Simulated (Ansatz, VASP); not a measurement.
## One calculation of TePb, two programs

INCAR

```
SYSTEM = TePb
PREC     = Accurate       ! precision mode
ENCUT    = 520            ! plane-wave cutoff, eV
EDIFF    = 1E-8           ! SCF threshold, eV
ISMEAR   = 0              ! smearing method
SIGMA    = 0.05           ! smearing width, eV
LREAL    = .FALSE.        ! projectors in reciprocal space
LASPH    = .TRUE.         ! aspherical terms in the spheres
NELM     = 60             ! most SCF steps
ALGO     = Normal         ! electronic algorithm
ISIF     = 2              ! what is computed and relaxed
LWAVE    = .FALSE.        ! write WAVECAR
LCHARG   = .FALSE.        ! write CHGCAR
GGA      = CA             ! functional
LEPSILON = .TRUE.         ! dielectric tensor by DFPT
IBRION   = 8              ! ionic algorithm
```

Contents of KPOINTS:

```
Automatic mesh
0
G
  7 7 7
  0 0 0
```

The input POSCAR:

```
TePb
1.0
    0.0000000000      3.2310000000      3.2310000000
    3.2310000000      0.0000000000      3.2310000000
    3.2310000000      3.2310000000      0.0000000000
Pb Te
1 1
Cartesian
    0.0000000000      0.0000000000      0.0000000000
    3.2310000000      3.2310000000      3.2310000000
```

The input input.yaml:

```yaml
crystal:
  lattice:
    - [0.0, 3.231, 3.231]
    - [3.231, 0.0, 3.231]
    - [3.231, 3.231, 0.0]
  atoms:
    - { symbol: Pb, position: [0.0, 0.0, 0.0] }
    - { symbol: Te, position: [0.5, 0.5, 0.5] }
hamiltonian:
  xc: lda
  pseudopotentials: { kind: paw }
kpoints:
  mp_grid: { grid: [7, 7, 7] }
scf:
  occupations: { method: fixed }
output:
  eigenvalues: true
dielectric:
  method: response
```

Alike in both runs: task Born charges; functional LDA; k mesh 7 × 7 × 7; no spin polarisation.

```csv
,VASP,Ansatz
version,VASP 6.6.1,Ansatz 0.2.0
potentials or method,"VASP PAW LDA potentials, release 64 (Pb_d, Te)",Ansatz PAW
plane-wave cutoff (eV),520,420
occupations,"gaussian, width 0.05 eV",fixed
valence electrons in the cell,20,30
```

VASP gave:

| Property | Result |
| --- | --- |
| gap on the k mesh at the Fermi level (eV) | 0.93 |
| least direct gap on the mesh (eV) | 0.93 |
| mean electronic dielectric constant | 29.50 |
| mean Born charge of the atom that differs most (e) | 5.71 |

Estimate Ansatz's values.

gap on the k mesh at the Fermi level (eV): 0.94; least direct gap on the mesh (eV): 0.94; mean electronic dielectric constant: 30.82; mean Born charge of the atom that differs most (e): 5.98.

The two sets of potentials don't hold the same shells in valence.

 Spin-orbit coupling is left out, which matters for the levels of Pb, Te.
